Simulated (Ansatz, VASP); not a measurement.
**Two plane-wave programs on BN**

Contents of INCAR:

```
SYSTEM = BN
PREC = Accurate
ENCUT = 520
EDIFF = 1E-6
ISMEAR = 0
SIGMA = 0.025
LREAL = .False.
LASPH = .True.
NELM = 60
ALGO = Fast
ISIF = 2
LWAVE = .False.
LCHARG = .False.
GGA = PE
NBANDS = 11
```

File KPOINTS:

```
regular mesh
0
Gamma
  12 12 12
  0 0 0
```

POSCAR

```
BN
1.0
    1.2511217832      0.7223354983      3.3729344033
   -1.2511217832      0.7223354983      3.3729344033
    0.0000000000     -1.4446709966      3.3729344033
N B
1 1
Direct
    0.6672382000      0.6672382000      0.6672382000
    0.0003288000      0.0003288000      0.0003288000
```

File input.yaml:

```yaml
crystal:
  lattice:
    - [1.2511217832, 0.7223354983, 3.3729344033]
    - [-1.2511217832, 0.7223354983, 3.3729344033]
    - [0.0, -1.4446709966, 3.3729344033]
  atoms:
    - { symbol: "N", position: [0.6672382, 0.6672382, 0.6672382] }
    - { symbol: B, position: [0.0003288, 0.0003288, 0.0003288] }
hamiltonian:
  xc: pbe
  pseudopotentials: { kind: paw }
kpoints:
  mp_grid: { grid: [12, 12, 12] }
scf:
  occupations: { method: gaussian, width: 0.025 }
output:
  forces: true
  stress: true
  eigenvalues: true
```

The cell is a database's computed one.

Alike in both runs: task single point; functional PBE; k mesh 12 × 12 × 12; occupations gaussian, width 0.025 eV; no spin polarisation.

```csv
,VASP,Ansatz
version,VASP 6.6.1,Ansatz 0.2.0
potentials or method,"VASP PAW PBE potentials, release 64 (N, B)",Ansatz PAW
plane-wave cutoff (eV),520,420
valence electrons in the cell,8,8
```

Ansatz gave:

| Quantity | Value |
| --- | --- |
| gap on the k mesh at the Fermi level (eV) | 4.29 |
| least direct gap on the mesh (eV) | 4.70 |
| pressure (GPa) | 3.6 |
| largest component of the traceless stress (GPa) | 1.20 |

Problem. Estimate VASP's values.

Solution. gap on the k mesh at the Fermi level (eV): 4.28; least direct gap on the mesh (eV): 4.70; pressure (GPa): 3.6; largest component of the traceless stress (GPa): 1.40.

With one functional, cell and mesh, what is left measures potentials, basis and numerics.

Caveats: the pressure holds a Pulay correction of +0.6 GPa for the finite cutoff (Ansatz). A k mesh can miss the band edges. A hybrid or GW would open this gap; PBE tends to underestimate it.
